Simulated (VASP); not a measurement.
Al, 6 atoms in the cell. The cell holds a slab with vacuum, 6 atoms: a = 2.827 Å, b = 2.827 Å, c = 26.482 Å, α = 90.00°, β = 90.00°, γ = 120.00°. The slab is cut from a database's or a generator's crystal, which needn't be the stable form of the element.

```yaml
Program: VASP 6.6.1
Task: work function
Functional: r2SCAN
Potentials_or_basis: VASP PAW PBE potentials, release 64 (Al)
Cutoff: 520 eV
k_mesh: 8 × 8 × 1
Occupations: fermi-dirac, width 0.05 eV
Spin: no spin polarisation
Dipole_correction: yes
Further_INCAR_settings: ALGO = Normal; EDIFF = 1e-06
```

Potentials or basis: VASP PAW PBE potentials, release 64 (Al).

The run is started by

```sh
$ cat potpaw_PBE.64/Al/POTCAR > POTCAR
$ mpirun -np 1 vasp_std > vasp.out
```

Hardware: 1 thread of Intel(R) Xeon(R) 6975P-C (Granite Rapids), on a shared host.

Problem. How long does it take, and how much memory?

Solution. Wall time 2.6 min on 1 thread of Intel(R) Xeon(R) 6975P-C (Granite Rapids), with other jobs on the host, peak memory 0.36 GiB. Counts: scf iterations 46, k points 10.
